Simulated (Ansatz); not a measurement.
Method: DFT PBE, scalar-relativistic, plane waves, PAW (Ansatz). Settings: cutoff 420 eV, Γ-centred meshes spaced at most about 0.3 Å⁻¹, and about 0.25 Å⁻¹ or finer for metals (2π included), Gaussian smearing. No spin polarisation.

These are static total energies at zero pressure.

Two relaxed structures of In₂Ga₃As₃:

A.

```
In Ga As
1.0
     2.02690    1.17023   14.69767
    -2.02690    1.17023   14.69767
     0.00000   -2.34046   14.69767
In Ga As
2 3 3
Cartesian
  0.0000 0.0000 8.2641
  0.0000 0.0000 39.4870
  0.0000 0.0000 16.9294
  0.0000 0.0000 5.5721
  0.0000 0.0000 28.3042
  0.0000 0.0000 19.4160
  0.0000 0.0000 30.7916
  0.0000 0.0000 42.1535
```

B.

```
In Ga As
1.0
     4.09160    0.00000    0.00000
     0.00000    4.09160    0.00000
     0.00000    0.00000   12.85163
In Ga As
2 3 3
Direct
  0.50000 0.00000 0.35286
  0.00000 0.50000 0.64714
  0.50000 0.00000 0.88868
  0.00000 0.00000 0.50000
  0.00000 0.50000 0.11132
  0.50000 0.50000 0.77825
  0.50000 0.50000 0.22175
  0.00000 0.00000 0.00000
```

Question: Which form is favoured at zero pressure, and by what margin per atom?

Answer: A is lower, by 53 meV/atom. A has space group R3m (No. 160), 26.1 Å³/atom and no gap on its mesh; B has space group P-4m2 (No. 115), 26.9 Å³/atom and no gap. Counting As atoms around Ga and In (those within 1.25 times the shortest such distance or 1.15 times the sum of covalent radii, 1.27 where that leaves under three; a plus sign parts nearer from farther groups; the shortest distance is added where it exceeds 1.18 times the sum of covalent radii; a slash parts the counts of unlike sites), A has In 1/3+3 from 4.2 Å, Ga 3/4 and B has In 2, Ga 4/8 from 4.6 Å. Origin: A, invented, then shaken at random and relaxed again; B, invented.

Cells relaxed within their symmetry can be saddle points.
